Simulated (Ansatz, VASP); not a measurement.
Ge: VASP beside Ansatz

File INCAR:

```
PREC = Accurate ; ENCUT = 520
EDIFF = 1E-7 ; ISMEAR = -1
SIGMA = 0.1 ; LREAL = F
LASPH = T ; NELM = 100
ALGO = Normal ; ISIF = 2
LWAVE = F ; LCHARG = T
GGA = RP ; LELF = T
LVHAR = T ; NBANDS = 13
```

Contents of KPOINTS:

```
regular mesh
0
Gamma
  13 13 13
```

File POSCAR:

```
Ge
1.0
    2.8076647184      0.0000000000      0.0000000000
    0.0000000000      2.8076647184      0.0000000000
    0.0000000000      0.0000000000      2.8076647184
Ge
1
Direct
    0.0000000000      0.0000000000      0.0000000000
```

Input for Ansatz:

```yaml
crystal:
  lattice:
    - [2.8076647184, 0.0, 0.0]
    - [0.0, 2.8076647184, 0.0]
    - [0.0, 0.0, 2.8076647184]
  atoms:
    - { symbol: Ge, position: [0.0, 0.0, 0.0] }
hamiltonian:
  xc: rpbe
  pseudopotentials:
    kind: paw
    azcp:
      Ge: "pseudopotentials/Ge.paw.azcp"
basis:
  ecutwfc: 420
  fft_grid_basis: typed
kpoints:
  mp_grid: { grid: [13, 13, 13], shift: [0, 0, 0] }
magnetization:
  spin_polarized: false
scf:
  occupations: { method: fermi_dirac, width: 0.1 }
  lower_state_search: "off"
output:
  stress: true
```

Alike in both runs: task single point; functional RPBE; k mesh 13 × 13 × 13; occupations fermi-dirac, width 0.1 eV; no spin polarisation.

```csv
,VASP,Ansatz
version,VASP 6.6.1,Ansatz 0.2.0
potentials or method,"VASP PAW PBE potentials, release 64 (Ge_d)","plane waves (420 eV) with PAW, scalar-relativistic"
plane-wave cutoff (eV),520,420
valence electrons in the cell,14,14
```

|  | VASP | Ansatz | Ansatz less VASP |
| --- | --- | --- | --- |
| pressure (GPa) | -4.1 | -4.1 | 0.00 |

Caveats: the PAW data sets were made with another functional, which shifts forces and pressure a little (VASP).
